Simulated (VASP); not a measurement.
Here is a VASP 6.6.1 calculation.

Contents of INCAR:

```
ALGO = Normal ; EDIFF = 1E-7
EDIFFG = -0.002 ; ENCUT = 520
GGA = PS ; IBRION = 2
ISIF = 3 ; ISMEAR = 0
LASPH = T ; LCHARG = F
LREAL = F ; LWAVE = F
NELM = 80 ; NSW = 80
PREC = Accurate ; SIGMA = 0.1
```

File KPOINTS:

```
k-points
0
Gamma
  18 18 18
```

POSCAR

```
Al
1.0
    0.0000000000      2.0248050000      2.0248050000
    2.0248050000      0.0000000000      2.0248050000
    2.0248050000      2.0248050000      0.0000000000
Al
1
Direct
    0.0000000000      0.0000000000      0.0000000000
```

Potentials or basis: VASP PAW PBE potentials, release 64 (Al).

Launch:

```console
$ cat potpaw_PBE.64/Al/POTCAR > POTCAR
$ mpirun -np 1 vasp_std > vasp.out
```

Task: Predict the band gap on the k mesh.

Result: None (metal or under the smearing width).

Task: What does it give for the space group after relaxing (to 0.05 Å)?

Result: Fm-3m (No. 225).

The path:
```
step  energy change (eV)  largest force (eV/Å)  pressure (GPa)  volume (Å³)
   1              0.0000                0.0000           -1.91        16.60
   2             -0.0024                0.0000            0.31        16.13
   3             -0.0025                0.0000            0.00        16.19
```

Caveat: the PAW data sets were made with another functional, which shifts forces and pressure a little.
